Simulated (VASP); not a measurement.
The system is W.

```
CELL_PARAMETERS angstrom
-1.58234 1.58234 1.58234
1.58234 -1.58234 1.58234
1.58234 1.58234 -1.58234
ATOMIC_POSITIONS crystal
W 0.00000 0.00000 0.00000
```

- Program: VASP 6.6.1
- Task: relaxation of cell and atoms
- Functional: RPBE
- Potentials or basis: VASP PAW PBE potentials, release 64 (W_sv)
- Cutoff: 600 eV
- k mesh: 12 × 12 × 12
- Occupations: fermi-dirac, width 0.05 eV
- Spin: no spin polarisation

At the start: pressure 10.3 GPa; volume 15.85 Å³/atom.

Problem. Where does the relaxation end?

Solution. Over 4 steps the energy falls by 16.6 meV/atom and the volume is 16.38 Å³/atom (+3.3 %); space group Im-3m (No. 229, to 0.05 Å).

The path:
```tsv
step	energy change (eV)	largest force (eV/Å)	pressure (GPa)	volume (Å³)
1	0.0000	0.0000	10.33	15.85
2	0.1566	0.0000	-26.04	18.31
3	-0.0165	0.0000	-0.42	16.40
4	-0.0166	0.0000	-0.03	16.38
```

Final structure:
```cif
data_structure
_symmetry_space_group_name_H-M 'P 1'
_symmetry_Int_Tables_number 1
_cell_length_a 2.7710
_cell_length_b 2.7710
_cell_length_c 2.7710
_cell_angle_alpha 109.471
_cell_angle_beta 109.471
_cell_angle_gamma 109.471
_cell_volume 16.38
loop_
_atom_site_label
_atom_site_type_symbol
_atom_site_fract_x
_atom_site_fract_y
_atom_site_fract_z
_atom_site_occupancy
W1 W 0.00000 0.00000 0.00000 1
```

Caveat: the PAW data sets were made with another functional, which shifts forces and pressure a little.
